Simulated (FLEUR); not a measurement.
**Cr: equation of state with PBE**

The system is Cr.

```
CELL_PARAMETERS angstrom
-1.48445 1.48445 1.48445
1.48445 -1.48445 1.48445
1.48445 1.48445 -1.48445
ATOMIC_POSITIONS crystal
Cr 0.00000 0.00000 0.00000
```

```json
{
 "Program": "FLEUR MaX-R8.1 (later development tree)",
 "Task": "equation of state",
 "Functional": "PBE",
 "Potentials or basis": "all-electron",
 "Basis": "FLAPW",
 "Kmax": "4.45 1/bohr",
 "k mesh": "12 × 12 × 12",
 "Occupations": "fermi-dirac, width 0.05 eV",
 "Spin": "collinear spin, program default start",
 "Gmax": "13.8 1/bohr",
 "Muffin-tin radii": "Cr 2.2 bohr",
 "lmax": "Cr 9",
 "lnonsphr": "Cr 9",
 "Local orbitals a species": "Cr 5"
}
```

The equilibrium volume is 11.53 Å³/atom (rough: see the caveat) and the bulk modulus is 260 GPa (rough).

Energy against volume, from the lowest point:
```csv
volume (Å³/atom),energy (meV/atom)
12.299,0.00
12.561,26.93
13.084,98.02
13.608,187.80
13.870,238.40
```

Caveat: the minimum lies outside the volumes run.
